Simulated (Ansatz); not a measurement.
# Fe: equation of state

One table from this session's results is given with a row withheld; the runs are named, their logs left out.

This is Fe in the fcc structure; at room conditions it is bcc.

Computed with Ansatz 0.2.0 (DFT PBE, scalar-relativistic, unless a step's input says otherwise).

**The starting structure**

It takes space group Fm-3m (No. 225, cubic). The conventional cell has a = 3.483 Å, b = 3.483 Å, c = 3.483 Å, α = 90.00°, β = 90.00°, γ = 90.00°. Fe (site symmetry m-3m) has 12 Fe at 2.46 Å as nearest neighbours.

Coordinates:

```
Fe
1.0
     0.00000    1.74132    1.74132
     1.74132    0.00000    1.74132
     1.74132    1.74132    0.00000
Fe
1
Direct
  0.00000 0.00000 0.00000
```

The cell was relaxed by PAW from a hypothetical start (fcc type); it needn't be the stable phase of this composition.

The first run:

input.yaml reads:

```yaml
crystal:
  lattice:
    - [0.0, 1.7060758964, 1.7060758964]
    - [1.7060758964, 0.0, 1.7060758964]
    - [1.7060758964, 1.7060758964, 0.0]
  atoms:
    - { symbol: Fe, position: [0.0, 0.0, 0.0], spin: 3.0 }
magnetization:
  spin_polarized: true
kpoints:
  mp_grid: { grid: [18, 18, 18] }
scf:
  occupations: { method: fermi_dirac, width: 0.05 }
hamiltonian:
  xc: pbe
  pseudopotentials: { kind: all_electron, lapw: { basis_error: 0.00025 } }
output:
  forces: true
  stress: true
  eigenvalues: true
```

Launch:

```console
$ ansatz run input.yaml --threads 1 --pin off --max-ram 3072MiB --backend cpu --events-out ev --progress --plain --runs-dir out
```

Among the steps run: Volume × 0.9405, LAPW; Volume × 0.9405, PAW; Volume × 0.9405, crystal datasets; Volume × 0.98, LAPW; Volume × 0.98, PAW; Volume × 1.02, LAPW; Volume × 1.02, PAW; Volume × 1.06, LAPW; Volume × 1.06, PAW; Volume × 1.06, crystal datasets.

One of the session's tables, all rows but one given; the rest of the session is left out.

```
          method  volume (Å³/atom)  moment Fe (μB)
            LAPW             9.932            0.75
            LAPW            10.349            0.97
            LAPW            10.560               ?
            LAPW            10.771            1.11
            LAPW            11.194            1.26
             PAW             9.932            0.68
             PAW            10.349            0.94
             PAW            10.560            1.03
             PAW            10.771            1.10
             PAW            11.194            1.28
crystal datasets             9.932            0.75
crystal datasets            10.560            1.04
crystal datasets            11.194            1.26
```

Estimate the missing values for LAPW, 10.560.

As computed: moment Fe (μB): 1.05. In the column «moment Fe (μB)» it lies between crystal datasets, 10.560 (1.04) and PAW, 10.771 (1.10).

Limits of these values: Warnings in the runs' records: crystal datasets made, printed levels off, band levels unverified.
